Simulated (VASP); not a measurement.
# Au in VASP: further runs

The runs below take Au through relaxation of the atoms, with PBE+D4, BLYP, BLYP+D3, BLYP+D3(BJ), BLYP+D4.

Program: VASP 6.6.1. These are calculated values, not measurements. Logs are shortened: lines on timing, memory, paths and dates and some standing lists are left out, and cuts for length are marked.

## (1) The structure

The cell holds a sheet with vacuum, 1 atom: a = 2.662 Å, b = 2.662 Å, c = 23.800 Å, α = 90.00°, β = 90.00°, γ = 90.00°.

The cell was built by a generator and needn't be a form met in nature.

## (2) Relaxation of the atoms, PBE+D4

Input file INCAR:

```
SYSTEM = Au
PREC     = Accurate       ! precision mode
ENCUT    = 520            ! plane-wave cutoff, eV
EDIFF    = 1E-7           ! SCF threshold, eV
ISMEAR   = 0              ! smearing method
SIGMA    = 0.05           ! smearing width, eV
LREAL    = .False.        ! projectors in reciprocal space
LASPH    = .True.         ! aspherical terms in the spheres
NELM     = 100            ! most SCF steps
ALGO     = Normal         ! electronic algorithm
ISIF     = 2              ! what is computed and relaxed
LWAVE    = .False.        ! write WAVECAR
LCHARG   = .False.        ! write CHGCAR
LDIPOL   = .True.       
IDIPOL   = 3            
DIPOL    = 0.5 0.5 0.294
GGA      = PE             ! functional
IVDW     = 13             ! dispersion correction
IBRION   = 2              ! ionic algorithm
NSW      = 60             ! ionic steps
EDIFFG   = -0.02          ! ionic threshold
```

Input file KPOINTS:

```
regular mesh
0
Gamma
  10 10 1
  0 0 0
```

Input file POSCAR:

```
Au
1.0
    2.6622700000      0.0000000000      0.0000000000
    0.0000000000      2.6617000000      0.0000000000
    0.0000000000      0.0000000000     23.8000000000
Au
1
Selective dynamics
Direct
    0.0000000000      0.5000000000      0.2941200000  F F F
```

Potentials or basis: VASP PAW PBE potentials, release 64 (Au).

On the command line:

```
> cat potpaw_PBE.64/Au/POTCAR > POTCAR
> mpirun -np 1 vasp_std > vasp.out
```

OUTCAR:

```text
SYSTEM = Au
   PREC = Accurate
   ENCUT = 520
   EDIFF = 1E-7
   ISMEAR = 0
   LREAL = .False.
   LASPH = .True.
   NELM = 100
   ISIF = 2
   GGA = PE
   IVDW = 13
   IBRION = 2
   NSW = 60
   EDIFFG = -0.02

 ion  position               nearest neighbor table
   1  0.000  0.500  0.294-

  LATTYP: Found a simple orthorhombic cell.
 ALAT       =     2.6617000000
 B/A-ratio  =     1.0002141489
 C/A-ratio  =     8.9416538303

  Lattice vectors:

 A1 = (   0.0000000000,  -2.6617000000,   0.0000000000)
 A2 = (   2.6622700000,   0.0000000000,   0.0000000000)
 A3 = (   0.0000000000,   0.0000000000,  23.8000000000)

Analysis of symmetry for initial positions (statically):
=====================================================================
 Subroutine PRICEL returns:
 Original cell was already a primitive cell.

 Routine SETGRP: Setting up the symmetry group for a
 simple orthorhombic supercell.

 Subroutine GETGRP returns: Found  8 space group operations
 (whereof  4 operations were pure point group operations)
 out of a pool of  8 trial point group operations.

The static configuration has the point symmetry C_2v.
 The point group associated with its full space group is D_2h.

Analysis of symmetry for dynamics (positions and initial velocities):
=====================================================================
 Subroutine PRICEL returns:
 Original cell was already a primitive cell.

 Routine SETGRP: Setting up the symmetry group for a
 simple orthorhombic supercell.

 Subroutine GETGRP returns: Found  8 space group operations
 (whereof  4 operations were pure point group operations)
 out of a pool of  8 trial point group operations.

The dynamic configuration has the point symmetry C_2v.
 The point group associated with its full space group is D_2h.

Analysis of constrained symmetry for selective dynamics:
=====================================================================
 Subroutine PRICEL returns:
 Original cell was already a primitive cell.

 Routine SETGRP: Setting up the symmetry group for a
 simple orthorhombic supercell.

 Subroutine GETGRP returns: Found  8 space group operations
 (whereof  4 operations were pure point group operations)
 out of a pool of  8 trial point group operations.

The constrained configuration has the point symmetry C_2v.
 The point group associated with its full space group is D_2h.

 Subroutine INISYM returns: Found  8 space group operations
 (whereof  4 operations are pure point group operations),
[... 107 lines left out ...]
   EMIN   =  10.00;   EMAX   =-10.00  energy-range for DOS
   EFERMI =   0.00;   METHOD = LEGACY
   ISMEAR =     0;   SIGMA  =   0.05  broadening in eV -4-tet -1-fermi 0-gaus
   EFERMI_NEDOS =   21; number of points for ismear=-14 and -15
   IALGO  =     38    algorithm
   IMIX   =      4    mixing-type and parameters
     AMIX     =   0.40;   BMIX     =  1.00
     AMIX_MAG =   1.60;   BMIX_MAG =  1.00
  volume/ion in A,a.u.               =     168.65      1138.11
  Fermi-wavevector in a.u.,A,eV,Ry     =   0.658986  1.245303  5.908505  0.434263
  Thomas-Fermi vector in A             =   1.730980
   LORBIT       =      0    0 simple, 1 ext, 2 COOP (PROOUT), +10 PAW based schemes
   GGA     = PE    functional components
   LHFCALC =     F    Hartree Fock is set to
   AEXX    =    0.0000 exact exchange contribution
   IVDW    =    13    specifies the selected vdW correction
   LEPSILON=     F    determine dielectric tensor
   LRPA    =     F    only Hartree local field effects (RPA)
 conjugate gradient relaxation of ions
 non-spin polarized calculation
 Gauss-broadening in eV      SIGMA  =   0.05
  energy-cutoff  :      520.00
  volume of cell :      168.65
 maximum number of plane-waves:      4582
 NGX is ok and might be reduce to    20
   NGX =  9   NGY =  9   NGZ = 89

 number of electron      11.0000002 magnetization

 dipolmoment           0.000000      0.000000     -0.000001 electrons x Angstroem

 Free energy of the ion-electron system (eV)
  ---------------------------------------------------
  ext. energy  EPLUGINS =         0.00000000
  ---------------------------------------------------
  free energy    TOTEN  =        -2.63220871 eV

  energy without entropy =       -2.63050413  energy(sigma->0) =       -2.63135642

 E-fermi :  -4.3733     XC(G=0):  -1.9331

 val. band max:       -4.3829762715   @ k =   0.4000   0.5000   0.0000
 cond. band min:      -4.0335265233   @ k =   0.4000   0.1000   0.0000
 fundamental gap:      0.3494497482
 Fermi energy:        -4.3732656254

 k-point     1 :       0.0000    0.0000    0.0000
  band No.  band energies     occupation
      1     -10.7317      2.00000
      2      -9.7540      2.00000
      3      -6.9336      2.00000
      4      -5.6248      2.00000
      5      -5.6233      2.00000
      6      -5.0059      2.00000
      7      -2.4285      0.00000
      8       1.1828      0.00000
      9       1.6056      0.00000
[... 265 lines left out ...]
 k-point    24 :       0.5000    0.3000    0.0000
  band No.  band energies     occupation
      1      -8.8259      2.00000
      2      -7.7697      2.00000
      3      -6.9266      2.00000
      4      -6.3736      2.00000
      5      -5.6020      2.00000
      6       0.3442      0.00000
      7       0.6483      0.00000
      8       5.2220      0.00000
      9       6.9316      0.00000

 [... further k-points ...]

------------------------ aborting loop because EDIFF is reached ----------------------------------------

 vacuum level on the upper side and lower side of the slab       (xc-potential included)        -0.098        -0.098

  DFT-D4 for vdW energy calculation

  Edisp (eV):   -0.23222

  FORCE on cell =-STRESS in cart. coord.  units (eV):
  Direction    XX          YY          ZZ          XY          YZ          ZX
  --------------------------------------------------------------------------------------
  -------------------------------------------------------------------------------------
  Total      -0.26014    -0.25211    -0.01398     0.00000     0.00000     0.00000
  in kB      -2.47136    -2.39500    -0.13276     0.00000     0.00000     0.00000
  external pressure =       -1.67 kB  Pullay stress =        0.00 kB

 VOLUME and BASIS-vectors are now :
 -----------------------------------------------------------------------------
  energy-cutoff  :      520.00
  volume of cell :      168.65
      direct lattice vectors                 reciprocal lattice vectors
     2.662270000  0.000000000  0.000000000     0.375619302  0.000000000  0.000000000
     0.000000000  2.661700000  0.000000000     0.000000000  0.375699741  0.000000000
     0.000000000  0.000000000 23.800000000     0.000000000  0.000000000  0.042016807

 POSITION                                       TOTAL-FORCE (eV/Angst)
 -----------------------------------------------------------------------------------
      0.00000      1.33085      7.00006         0.000000      0.000000     -0.000000
 -----------------------------------------------------------------------------------
    total drift:                               -0.000000     -0.000000     -0.000002

  FREE ENERGIE OF THE ION-ELECTRON SYSTEM (eV)
  ---------------------------------------------------
  free  energy   TOTEN  =        -2.8644310595 eV

  energy  without entropy=       -2.8627264802  energy(sigma->0) =       -2.86357877

 reached required accuracy - stopping structural energy minimisation

 vacuum level on the upper side and lower side of the slab         1.382         1.382
```

It took 48 s on 1 thread of AMD EPYC 7R43 (Zen 3), shared host; peak memory 0.23 GiB.

Results:

```yaml
Free_energy: -2.8644 eV
Band_gap_on_the_k_mesh: none (metal or under the smearing width)
Dispersion_energy_per_atom: -0.232 eV
```

Final structure:
```yaml
crystal:
  lattice:
    - [2.66227, 0.00000, 0.00000]
    - [0.00000, 2.66170, 0.00000]
    - [0.00000, 0.00000, 23.80000]
  atoms:
    - { symbol: Au, position: [0.00000, 0.50000, 0.29412] }
```

Levels at points of the mesh, in eV from the Fermi level:
```tsv
k point	band 1	band 2	band 3	band 4	band 5	band 6	band 7	band 8	band 9
(0.00, 0.00, 0.00)	-6.36	-5.38	-2.56	-1.25	-1.25	-0.63	1.94	5.56	5.98
(0.50, 0.00, 0.00)	-5.00	-3.78	-2.26	-1.75	-1.02	1.84	3.99	6.88	9.89
(0.00, 0.50, 0.00)	-5.00	-3.78	-2.26	-1.75	-1.02	1.84	4.00	6.89	9.89
(0.50, 0.50, 0.00)	-5.19	-3.18	-3.18	-1.37	0.66	6.75	6.75	9.43	12.10
```

Caveat: the relaxation stopped at its first step, so nothing moved.

## (3) Relaxation of the atoms, BLYP

Input file INCAR:

```
SYSTEM = Au
AGGAC = 1.0
AGGAX = 1.0
ALDAC = 0.0
ALDAX = 1.0
ALGO = Normal
DIPOL = 0.5 0.5 0.294
EDIFF = 1E-7
EDIFFG = -0.01
ENCUT = 520
GGA = B5
IBRION = 2
IDIPOL = 3
ISIF = 2
ISMEAR = -1
LASPH = .True.
LCHARG = .False.
LDIPOL = .True.
LREAL = .False.
LWAVE = .False.
NELM = 100
NSW = 40
PREC = Accurate
SIGMA = 0.05
```

Input file KPOINTS:

```
k-points
0
Gamma
  10 10 1
  0 0 0
```

POSCAR is that of step 2.

Potentials or basis: VASP PAW PBE potentials, release 64 (Au).

On the command line:

```
> cat potpaw_PBE.64/Au/POTCAR > POTCAR
> mpirun -np 1 vasp_std > vasp.out
```

It took 82 s on 1 thread of Intel Xeon Platinum 8259CL at 2.50GHz (Skylake/Cascade Lake), shared host; peak memory 0.27 GiB.

The run converged. Its results:

```yaml
Free_energy: -2.2053 eV
Band_gap_on_the_k_mesh: none (metal or under the smearing width)
```

Final structure:
```yaml
crystal:
  lattice:
    - [2.66227, 0.00000, 0.00000]
    - [0.00000, 2.66170, 0.00000]
    - [0.00000, 0.00000, 23.80000]
  atoms:
    - { symbol: Au, position: [0.00000, 0.50000, 0.29412] }
```

Levels at points of the mesh, in eV from the Fermi level:
```tsv
k point	band 3	band 4	band 5	band 6	band 7	band 8
(0.00, 0.00, 0.00)	-2.67	-1.32	-1.32	-0.70	1.78	5.34
(0.50, 0.00, 0.00)	-2.34	-1.84	-1.08	1.89	3.89	6.66
(0.00, 0.50, 0.00)	-2.34	-1.84	-1.08	1.90	3.90	6.66
(0.50, 0.50, 0.00)	-3.25	-1.45	0.61	6.72	6.72	9.26
```

Caveat: the relaxation stopped at its first step, so nothing moved; the PAW data sets were made with another functional, which shifts forces and pressure a little. Spin-orbit coupling is left out, which matters for the levels of Au.

## (4) Relaxation of the atoms, BLYP+D3

INCAR, as its differences from that of step 3:

```diff
@@ -15,2 +15,3 @@
 ISMEAR = -1
+IVDW = 11
 LASPH = .True.
@@ -24 +25,5 @@
 SIGMA = 0.05
+VDW_S6 = 1.0
+VDW_S8 = 1.682
+VDW_SR = 1.094
+VDW_SR8 = 1.0
```

KPOINTS is that of step 3.

POSCAR is that of step 3.

On the command line:

```
> cat potpaw_PBE.64/Au/POTCAR > POTCAR
> mpirun -np 1 vasp_std > vasp.out
```

Run time: 86 s. Hardware: 1 thread of Intel Xeon Platinum 8259CL at 2.50GHz (Skylake/Cascade Lake), shared host; peak memory 0.28 GiB.

It converged, with:

```yaml
Free_energy: -2.6574 eV
Band_gap_on_the_k_mesh: none (metal or under the smearing width)
Dispersion_energy_per_atom: -0.452 eV
```

Final structure:
```
Au
1.0
     2.66227    0.00000    0.00000
     0.00000    2.66170    0.00000
     0.00000    0.00000   23.80000
Au
1
Direct
  0.00000 0.50000 0.29412
```

Levels at points of the mesh, in eV from the Fermi level:
```
           k point  band 3  band 4  band 5  band 6  band 7  band 8
(0.00, 0.00, 0.00)   -2.67   -1.32   -1.32   -0.70    1.78    5.34
(0.50, 0.00, 0.00)   -2.34   -1.84   -1.08    1.89    3.89    6.66
(0.00, 0.50, 0.00)   -2.34   -1.84   -1.08    1.90    3.90    6.66
(0.50, 0.50, 0.00)   -3.25   -1.45    0.61    6.72    6.72    9.26
```

Caveat: the relaxation stopped at its first step, so nothing moved; the PAW data sets were made with another functional, which shifts forces and pressure a little. Spin-orbit coupling is left out, which matters for the levels of Au.

## (5) Relaxation of the atoms, BLYP+D3(BJ)

INCAR, as its differences from that of step 4:

```diff
@@ -15,3 +15,3 @@
 ISMEAR = -1
-IVDW = 11
+IVDW = 12
 LASPH = .True.
@@ -25,5 +25,5 @@
 SIGMA = 0.05
+VDW_A1 = 0.4298
+VDW_A2 = 4.2359
 VDW_S6 = 1.0
-VDW_S8 = 1.682
-VDW_SR = 1.094
-VDW_SR8 = 1.0
+VDW_S8 = 2.6996
```

KPOINTS is that of step 4.

POSCAR is that of step 4.

On the command line:

```
> cat potpaw_PBE.64/Au/POTCAR > POTCAR
> mpirun -np 1 vasp_std > vasp.out
```

It took 86 s on 1 thread of Intel Xeon Platinum 8259CL at 2.50GHz (Skylake/Cascade Lake), shared host; peak memory 0.27 GiB.

Results (log left out):

* Free energy: -2.6974 eV
* Band gap on the k mesh: none (metal or under the smearing width)
* Dispersion energy per atom: -0.492 eV

Final structure:
```yaml
crystal:
  lattice:
    - [2.66227, 0.00000, 0.00000]
    - [0.00000, 2.66170, 0.00000]
    - [0.00000, 0.00000, 23.80000]
  atoms:
    - { symbol: Au, position: [0.00000, 0.50000, 0.29412] }
```

Levels at points of the mesh, in eV from the Fermi level:
```csv
k point,band 3,band 4,band 5,band 6,band 7,band 8
"(0.00, 0.00, 0.00)",-2.67,-1.32,-1.32,-0.70,1.78,5.34
"(0.50, 0.00, 0.00)",-2.34,-1.84,-1.08,1.89,3.89,6.66
"(0.00, 0.50, 0.00)",-2.34,-1.84,-1.08,1.90,3.90,6.66
"(0.50, 0.50, 0.00)",-3.25,-1.45,0.61,6.72,6.72,9.26
```

Caveat: the relaxation stopped at its first step, so nothing moved; the PAW data sets were made with another functional, which shifts forces and pressure a little. The run has no spin-orbit coupling, so splittings on Au are missing.

## (6) Relaxation of the atoms, BLYP+D4

INCAR, as its differences from that of step 5:

```diff
@@ -15,3 +15,3 @@
 ISMEAR = -1
-IVDW = 12
+IVDW = 13
 LASPH = .True.
@@ -25,5 +25,5 @@
 SIGMA = 0.05
-VDW_A1 = 0.4298
-VDW_A2 = 4.2359
+VDW_A1 = 0.44488865
+VDW_A2 = 4.0933009
 VDW_S6 = 1.0
-VDW_S8 = 2.6996
+VDW_S8 = 2.34076671
```

KPOINTS is that of step 5.

POSCAR is that of step 5.

Potentials or basis: VASP PAW PBE potentials, release 64 (Au).

On the command line:

```
> cat potpaw_PBE.64/Au/POTCAR > POTCAR
> mpirun -np 1 vasp_std > vasp.out
```

Run time: 77 s. Hardware: 1 thread of Intel Xeon Platinum 8259CL at 2.50GHz (Skylake/Cascade Lake), shared host; peak memory 0.27 GiB.

Results (log left out):

| Item | Value |
| --- | --- |
| Free energy | -2.6487 eV |
| Band gap on the k mesh | none (metal or under the smearing width) |
| Dispersion energy per atom | -0.443 eV |

Final structure:
```
CELL_PARAMETERS angstrom
2.66227 0.00000 0.00000
0.00000 2.66170 0.00000
0.00000 0.00000 23.80000
ATOMIC_POSITIONS crystal
Au 0.00000 0.50000 0.29412
```

Levels at points of the mesh, in eV from the Fermi level:
```tsv
k point	band 2	band 3	band 4	band 5	band 6	band 7	band 8	band 9
(0.00, 0.00, 0.00)	-5.45	-2.67	-1.32	-1.32	-0.70	1.78	5.34	5.71
(0.50, 0.00, 0.00)	-3.85	-2.34	-1.84	-1.08	1.89	3.89	6.66	9.75
(0.00, 0.50, 0.00)	-3.85	-2.34	-1.84	-1.08	1.90	3.90	6.66	9.75
(0.50, 0.50, 0.00)	-3.26	-3.25	-1.45	0.61	6.72	6.72	9.26	11.81
```

Caveat: the relaxation stopped at its first step, so nothing moved; the PAW data sets were made with another functional, which shifts forces and pressure a little. The run has no spin-orbit coupling, so splittings on Au are missing.

## (7) For comparison

An earlier run on the cell as given: functional PBE; potentials or basis VASP PAW PBE potentials, release 64 (Au); cutoff 520 eV; k mesh 10 × 10 × 1; occupations fermi-dirac, width 0.05 eV; no spin polarisation.

- Band gap on the k mesh: none (metal or under the smearing width)

## (8) Summary

| task | level | cell | smearing | atoms held fixed (from 0) | gap on the mesh (eV) |
| --- | --- | --- | --- | --- | --- |
| relaxation of the atoms | PBE+D4 | atoms relaxed | gaussian 0.05 eV | [0] | none |
| relaxation of the atoms | BLYP | atoms relaxed | fermi-dirac 0.05 eV | [0] | none |
| relaxation of the atoms | BLYP+D3 | atoms relaxed | fermi-dirac 0.05 eV | [0] | none |
| relaxation of the atoms | BLYP+D3(BJ) | atoms relaxed | fermi-dirac 0.05 eV | [0] | none |
| relaxation of the atoms | BLYP+D4 | atoms relaxed | fermi-dirac 0.05 eV | [0] | none |
| single point | PBE | as given | fermi-dirac 0.05 eV | - | none |

Alike in all rows: potentials or basis VASP PAW PBE potentials, release 64 (Au); no spin polarisation; k mesh 10 × 10 × 1; cutoff (eV) 520.

Caveats: the relaxation stopped at its first step, so nothing moved (some runs); the PAW data sets were made with another functional, which shifts forces and pressure a little (some runs).

Absolute energies hang on the potentials; compare differences alone.
